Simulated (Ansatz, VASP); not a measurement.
# Two plane-wave programs on CdS

```
Cd S
1.0
     0.00000    2.96333    2.96333
     2.96333    0.00000    2.96333
     2.96333    2.96333    0.00000
Cd S
1 1
Direct
  0.00000 0.00000 0.00000
  0.75000 0.75000 0.75000
```

Alike in both runs: functional PBE; k mesh 8 × 8 × 8; occupations gaussian, width 0.02 eV; no spin polarisation.

Ansatz relaxed the structure, and its values are those at the end. VASP's run is a single point on that final structure, the one shown.

```csv
,VASP,Ansatz
version,VASP 6.6.1,Ansatz 0.2.0
potentials or method,"VASP PAW PBE potentials, release 64 (Cd, S)","scalar-relativistic, plane waves, PAW"
plane-wave cutoff (eV),520,420
valence electrons in the cell,18,26
```

Ansatz gave:

| Property | Result |
| --- | --- |
| gap on the k mesh at the Fermi level (eV) | 1.04 |
| least direct gap on the mesh (eV) | 1.04 |
| pressure (GPa) | 0.0 |

Q: Estimate VASP's values.

A: gap on the k mesh at the Fermi level (eV): 1.04; least direct gap on the mesh (eV): 1.04; pressure (GPa): 0.3.

The two sets of potentials don't hold the same shells in valence.
